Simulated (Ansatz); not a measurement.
**Energy landscape near a Al structure**

Computed with DFT PBE, scalar-relativistic, plane waves, PAW (Ansatz 0.2.0).

Plane waves to 420 eV, a k mesh through Γ of 14×14×8 on the computed 2-atom cell and Gaussian smearing (0.10 eV); no spin polarisation.

Reference cell:

```
CELL_PARAMETERS angstrom
2.81246 0.00000 0.00000
-1.40623 2.43566 0.00000
0.00000 0.00000 4.86685
ATOMIC_POSITIONS crystal
Al 0.66667 0.33333 0.75000
Al 0.33333 0.66667 0.25000
```

Each variant moves atoms of this cell by the vectors given, if any (Å), and then applies a symmetric strain (tensor components, Cartesian axes). The reference cell isn't relaxed at this level. Energies are per atom at zero smearing, counted from the lowest variant. Pressure is positive in compression.

1. strain (xx yy zz yz xz xy, %) 4.18 3.03 3.00 0.34 -0.19 1.00; moves: Al1 (0.087, 0.050, 0.000); Al2 (-0.087, -0.050, 0.000)
2. strain (xx yy zz yz xz xy, %) 3.00 1.16 1.84 0.59 0.47 0.13; moves: Al1 (-0.004, -0.026, -0.015); Al2 (0.004, 0.026, 0.015)
3. strain (xx yy zz yz xz xy, %) 2.76 2.52 1.14 0.04 0.02 0.39; moves: Al1 (0.016, 0.021, -0.014); Al2 (-0.016, -0.021, 0.014)

| result | ΔE (meV/atom) | P (GPa) | largest force (eV/Å) |
| --- | --- | --- | --- |
| A | 28.2 | -5.66 | 0.12 |
| B | 0.0 | -3.73 | 0.08 |
| C | 1.3 | -4.11 | 0.09 |

Which variant gave which result?

A is 1, B is 2, C is 3. The pressure falls as the cell grows: from the smallest volume to the largest the variants are 2, 3, 1.

This form isn't the element's structure at ambient conditions.